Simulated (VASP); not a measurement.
# PtSe2 (Pa-3) in VASP: single point with LDA

Aim: the single point of PtSe2 with LDA.

Everything below comes from runs of VASP 6.6.1. Logs are shortened: lines on timing, memory, paths and dates and some standing lists are left out, and cuts for length are marked.

### 1 The structure

Symmetry: Pa-3, No. 205, cubic system. Conventional cell: a = 6.066 Å, b = 6.066 Å, c = 6.066 Å, α = 90.00°, β = 90.00°, γ = 90.00°. Pt (site symmetry -3) is surrounded by 6 Se at 2.55 Å. Se (site symmetry 3) is surrounded by 1 Se at 2.31 Å and 3 Pt at 2.55 Å.

The cell was built by a generator and needn't be a form met in nature.

### 2 Single point, LDA

INCAR reads:

```
SYSTEM = PtSe2
PREC     = Accurate       ! precision mode
ENCUT    = 520            ! plane-wave cutoff, eV
EDIFF    = 1E-7           ! SCF threshold, eV
ISMEAR   = 1              ! smearing method
SIGMA    = 0.0582         ! smearing width, eV
LREAL    = .FALSE.        ! projectors in reciprocal space
LASPH    = .TRUE.         ! aspherical terms in the spheres
NELM     = 60             ! most SCF steps
ALGO     = Normal         ! electronic algorithm
ISIF     = 2              ! what is computed and relaxed
LWAVE    = .FALSE.        ! write WAVECAR
LCHARG   = .FALSE.        ! write CHGCAR
NBANDS   = 56             ! bands
```

KPOINTS reads:

```
Automatic mesh
0
G
  6 6 6
  0 0 0
```

POSCAR reads:

```
PtSe2
1.0
    6.0657520000      0.0000000000      0.0000000000
    0.0000000000      6.0657520000      0.0000000000
    0.0000000000      0.0000000000      6.0657520000
Pt Se
4 8
Direct
    0.0000000000      0.0000000000      0.0000000000
    0.5000000000      0.0000000000      0.5000000000
    0.5000000000      0.5000000000      0.0000000000
    0.0000000000      0.5000000000      0.5000000000
    0.3898900000      0.3898900000      0.3898900000
    0.1101100000      0.6101100000      0.8898900000
    0.8898900000      0.1101100000      0.6101100000
    0.6101100000      0.8898900000      0.1101100000
    0.6101100000      0.6101100000      0.6101100000
    0.8898900000      0.3898900000      0.1101100000
    0.1101100000      0.8898900000      0.3898900000
    0.3898900000      0.1101100000      0.8898900000
```

Potentials or basis: VASP PAW LDA potentials, release 64 (Pt, Se).

Run with:

```sh
cat potpaw_LDA.64/Pt/POTCAR potpaw_LDA.64/Se/POTCAR > POTCAR
mpirun -np 1 vasp_std > vasp.out
```

OUTCAR:

```text
SYSTEM = PtSe2
   PREC = Accurate
   ENCUT = 520
   EDIFF = 1E-7
   ISMEAR = 1
   LREAL = .FALSE.
   LASPH = .TRUE.
   NELM = 60
   ISIF = 2

 ion  position               nearest neighbor table
   1  0.000  0.000  0.000-   6 2.55   7 2.55   8 2.55  10 2.55  11 2.55  12 2.55
   2  0.500  0.000  0.500-   5 2.55   7 2.55   8 2.55   9 2.55  11 2.55  12 2.55
   3  0.500  0.500  0.000-   5 2.55   6 2.55   8 2.55   9 2.55  10 2.55  12 2.55
   4  0.000  0.500  0.500-   5 2.55   6 2.55   7 2.55   9 2.55  10 2.55  11 2.55
   5  0.390  0.390  0.390-   9 2.31   3 2.55   4 2.55   2 2.55
   6  0.110  0.610  0.890-  10 2.31   3 2.55   4 2.55   1 2.55
   7  0.890  0.110  0.610-  11 2.31   2 2.55   4 2.55   1 2.55
   8  0.610  0.890  0.110-  12 2.31   2 2.55   3 2.55   1 2.55
   9  0.610  0.610  0.610-   5 2.31   3 2.55   4 2.55   2 2.55
  10  0.890  0.390  0.110-   6 2.31   3 2.55   4 2.55   1 2.55
  11  0.110  0.890  0.390-   7 2.31   2 2.55   4 2.55   1 2.55
  12  0.390  0.110  0.890-   8 2.31   2 2.55   3 2.55   1 2.55

  LATTYP: Found a simple cubic cell.
 ALAT       =     6.0657520000

  Lattice vectors:

 A1 = (   6.0657520000,   0.0000000000,   0.0000000000)
 A2 = (   0.0000000000,   6.0657520000,   0.0000000000)
 A3 = (   0.0000000000,   0.0000000000,   6.0657520000)

Analysis of symmetry for initial positions (statically):
=====================================================================
 Subroutine PRICEL returns:
 Original cell was already a primitive cell.

 Routine SETGRP: Setting up the symmetry group for a
 simple cubic supercell.

 Subroutine GETGRP returns: Found 24 space group operations
 (whereof  6 operations were pure point group operations)
 out of a pool of 48 trial point group operations.

The static configuration has the point symmetry S_6 .
 The point group associated with its full space group is T_h .

Analysis of symmetry for dynamics (positions and initial velocities):
=====================================================================
 Subroutine PRICEL returns:
 Original cell was already a primitive cell.

 Routine SETGRP: Setting up the symmetry group for a
 simple cubic supercell.

 Subroutine GETGRP returns: Found 24 space group operations
 (whereof  6 operations were pure point group operations)
 out of a pool of 48 trial point group operations.

The dynamic configuration has the point symmetry S_6 .
 The point group associated with its full space group is T_h .

 Subroutine INISYM returns: Found 24 space group operations
 (whereof  6 operations are pure point group operations),
 and found     1 'primitive' translations

----------------------------------------------------------------------------------------

                                     Primitive cell

  volume of cell :     223.1793

  direct lattice vectors                    reciprocal lattice vectors
     6.065752000  0.000000000  0.000000000     0.164860021  0.000000000  0.000000000
     0.000000000  6.065752000  0.000000000     0.000000000  0.164860021  0.000000000
     0.000000000  0.000000000  6.065752000     0.000000000  0.000000000  0.164860021

  length of vectors
     6.065752000  6.065752000  6.065752000     0.164860021  0.164860021  0.164860021

  position of ions in fractional coordinates (direct lattice)
     0.000000000  0.000000000  0.000000000
     0.500000000  0.000000000  0.500000000
     0.500000000  0.500000000  0.000000000
     0.000000000  0.500000000  0.500000000
     0.389890000  0.389890000  0.389890000
     0.110110000  0.610110000  0.889890000
     0.889890000  0.110110000  0.610110000
     0.610110000  0.889890000  0.110110000
     0.610110000  0.610110000  0.610110000
     0.889890000  0.389890000  0.110110000
     0.110110000  0.889890000  0.389890000
     0.389890000  0.110110000  0.889890000

  ion indices of the primitive-cell ions
   primitive index   ion index
                 1           1
                 2           2
                 3           3
                 4           4
                 5           5
                 6           6
                 7           7
                 8           8
                 9           9
                10          10
                11          11
                12          12

----------------------------------------------------------------------------------------

 KPOINTS: Automatic mesh

Automatic generation of k-mesh.
 Grid dimensions read from file:
 generate k-points for:    6    6    6

 Generating k-lattice:

  Cartesian coordinates                     Fractional coordinates (reciprocal lattice)
     0.027476670  0.000000000  0.000000000     0.166666667  0.000000000  0.000000000
     0.000000000  0.027476670  0.000000000     0.000000000  0.166666667  0.000000000
     0.000000000  0.000000000  0.027476670     0.000000000  0.000000000  0.166666667

  Length of vectors
     0.027476670  0.027476670  0.027476670

  Shift w.r.t. Gamma in fractional coordinates (k-lattice)
     0.000000000  0.000000000  0.000000000

 Subroutine IBZKPT returns following result:
 ===========================================

 Found     24 irreducible k-points:

 Following reciprocal coordinates:
            Coordinates               Weight
  0.000000  0.000000  0.000000      1.000000
  0.166667  0.000000  0.000000      6.000000
  0.333333  0.000000  0.000000      6.000000
  0.500000  0.000000  0.000000      3.000000
  0.166667  0.166667  0.000000     12.000000
  0.333333  0.166667  0.000000     12.000000
[... 16 lines left out ...]
  0.500000  0.500000  0.333333      6.000000
  0.500000  0.500000  0.500000      1.000000
   k-points           NKPTS =     24   k-points in BZ     NKDIM =     24   number of bands    NBANDS=     56
   number of dos      NEDOS =    301   number of ions     NIONS =     12
   total plane-waves  NPLWV = 110592
   dimension x,y,z NGX =    48 NGY =   48 NGZ =   48
   dimension x,y,z NGXF=    96 NGYF=   96 NGZF=   96
   ions per type =               4   8
   NGX,Y,Z   is equivalent  to a cutoff of  13.16, 13.16, 13.16 a.u.
   NGXF,Y,Z  is equivalent  to a cutoff of  26.31, 26.31, 26.31 a.u.
 SYSTEM =  PtSe2
   PREC   = accura    normal or accurate (medium, high low for compatibility)
   ISTART =      0    job   : 0-new  1-cont  2-samecut
   ICHARG =      2    charge: 1-file 2-atom 10-const
   ISPIN  =      1    spin polarized calculation?
   LNONCOLLINEAR =      F non collinear calculations
   LSORBIT =      F    spin-orbit coupling
   LASPH  =      T    aspherical Exc in radial PAW
   ENCUT  =  520.0 eV  38.22 Ry    6.18 a.u.  11.28 11.28 11.28*2*pi/ulx,y,z
   NELM   =     60;   NELMIN=  2; NELMDL= -5     # of ELM steps
   EDIFF  = 0.1E-06   stopping-criterion for ELM
   LREAL  =      F    real-space projection
   EDIFFG = 0.1E-05   stopping-criterion for IOM
   NSW    =      0    number of steps for IOM
   IBRION =     -1    ionic relax: 0-MD 1-quasi-New 2-CG
   NFREE  =      0    steps in history (QN), initial steepest desc. (CG)
   ISIF   =      2    stress and relaxation
   ISYM   =      2    0-nonsym 1-usesym 2-fastsym
   POTIM  = 0.5000    time-step for ionic-motion
   TEBEG  =    0.0;   TEEND  =   0.0 temperature during run
   PSTRESS=    0.0 pullay stress
   NELECT =      88.0000    total number of electrons
   NUPDOWN=      -1.0000    fix difference up-down
   EMIN   =  10.00;   EMAX   =-10.00  energy-range for DOS
   EFERMI =   0.00;   METHOD = LEGACY
   ISMEAR =     1;   SIGMA  =   0.06  broadening in eV -4-tet -1-fermi 0-gaus
   EFERMI_NEDOS =   21; number of points for ismear=-14 and -15
   IALGO  =     38    algorithm
   IMIX   =      4    mixing-type and parameters
     AMIX     =   0.40;   BMIX     =  1.00
     AMIX_MAG =   1.60;   BMIX_MAG =  1.00
  volume/ion in A,a.u.               =      18.60       125.51
  Fermi-wavevector in a.u.,A,eV,Ry     =   1.200469  2.268558 19.607718  1.441127
  Thomas-Fermi vector in A             =   2.336304
   LORBIT       =      0    0 simple, 1 ext, 2 COOP (PROOUT), +10 PAW based schemes
   GGA     = CA    functional components
   LHFCALC =     F    Hartree Fock is set to
   AEXX    =    0.0000 exact exchange contribution
   IVDW    =     0    specifies the selected vdW correction
   LEPSILON=     F    determine dielectric tensor
   LRPA    =     F    only Hartree local field effects (RPA)
 non-spin polarized calculation
 Methfessel and Paxton  Order N= 1 SIGMA  =   0.06
  energy-cutoff  :      520.00
  volume of cell :      223.18
 maximum number of plane-waves:      6036
 NGX is ok and might be reduce to    48
   NGX = 23   NGY = 23   NGZ = 23

 number of electron      88.0000014 magnetization

 Free energy of the ion-electron system (eV)
  ---------------------------------------------------
  ext. energy  EPLUGINS =         0.00000000
  ---------------------------------------------------
  free energy    TOTEN  =       -65.21627737 eV

  energy without entropy =      -65.21418585  energy(sigma->0) =      -65.21558020

 E-fermi :   8.1527     XC(G=0): -11.3917

 val. band max:        8.1284997790   @ k =   0.3333   0.3333   0.3333
 cond. band min:       8.1650285445   @ k =   0.3333   0.1667   0.1667
 fundamental gap:      0.0365287655
 Fermi energy:         8.1527140058

 k-point     1 :       0.0000    0.0000    0.0000
  band No.  band energies     occupation
      1      -9.2352      2.00000
      2      -7.9938      2.00000
      3      -7.9938      2.00000
      4      -7.9938      2.00000
      5      -5.3614      2.00000
      6      -5.3614      2.00000
[... 1405 lines left out ...]
     55      12.0319      0.00000
     56      12.0319      0.00000

------------------------ aborting loop because EDIFF is reached ----------------------------------------

  FORCE on cell =-STRESS in cart. coord.  units (eV):
  Direction    XX          YY          ZZ          XY          YZ          ZX
  --------------------------------------------------------------------------------------
  -------------------------------------------------------------------------------------
  Total        9.3181549      9.3181549      9.3181549     -0.0000000     -0.0000000     -0.0000000
  in kB       66.8939062     66.8939062     66.8939062     -0.0000000     -0.0000000     -0.0000000
  external PRESSURE =      66.8939062 kB  Pullay stress =       0.0000000 kB

 VOLUME and BASIS-vectors are now :
 -----------------------------------------------------------------------------
  energy-cutoff  :      520.00
  volume of cell :      223.18
      direct lattice vectors                 reciprocal lattice vectors
     6.065752000  0.000000000  0.000000000     0.164860021  0.000000000  0.000000000
     0.000000000  6.065752000  0.000000000     0.000000000  0.164860021  0.000000000
     0.000000000  0.000000000  6.065752000     0.000000000  0.000000000  0.164860021

 POSITION                                       TOTAL-FORCE (eV/Angst)
 -----------------------------------------------------------------------------------
      0.00000      0.00000      0.00000        -0.000000     -0.000000     -0.000000
      3.03288      0.00000      3.03288        -0.000000     -0.000000     -0.000000
      3.03288      3.03288      0.00000        -0.000000     -0.000000     -0.000000
      0.00000      3.03288      3.03288        -0.000000     -0.000000     -0.000000
      2.36498      2.36498      2.36498        -0.798941     -0.798941     -0.798941
      0.66790      3.70078      5.39785         0.798941      0.798941     -0.798941
      5.39785      0.66790      3.70078        -0.798941      0.798941      0.798941
      3.70078      5.39785      0.66790         0.798941     -0.798941      0.798941
      3.70078      3.70078      3.70078         0.798941      0.798941      0.798941
      5.39785      2.36498      0.66790        -0.798941     -0.798941      0.798941
      0.66790      5.39785      2.36498         0.798941     -0.798941     -0.798941
      2.36498      0.66790      5.39785        -0.798941      0.798941     -0.798941
 -----------------------------------------------------------------------------------
    total drift:                                0.000000      0.000000     -0.000000

  FREE ENERGIE OF THE ION-ELECTRON SYSTEM (eV)
  ---------------------------------------------------
  free  energy   TOTEN  =       -65.2162773695 eV

  energy  without entropy=      -65.2141858474  energy(sigma->0) =      -65.21558020
```

Wall time 4.6 min (1 thread of Intel Xeon Platinum 8259CL at 2.50GHz (Skylake/Cascade Lake), shared host); peak memory 0.39 GiB.

What came out:

- Free energy: -65.2163 eV
- Pressure: 6.7 GPa
- Largest force: 1.384 eV/Å
- Band gap on the k mesh: none (metal or under the smearing width)

Forces in eV/Å, atoms in the order of the input:
```
Pt   0.000  0.000  0.000
Pt   0.000  0.000  0.000
Pt   0.000  0.000  0.000
Pt   0.000  0.000  0.000
Se  -0.799 -0.799 -0.799
Se   0.799  0.799 -0.799
Se  -0.799  0.799  0.799
Se   0.799 -0.799  0.799
Se   0.799  0.799  0.799
Se  -0.799 -0.799  0.799
Se   0.799 -0.799 -0.799
Se  -0.799  0.799 -0.799
```

Caveat: forces of over 1 eV/Å show positions far from the minimum, so gaps and moduli don't describe the material at rest. Spin-orbit coupling is left out, which matters for the levels of Pt.
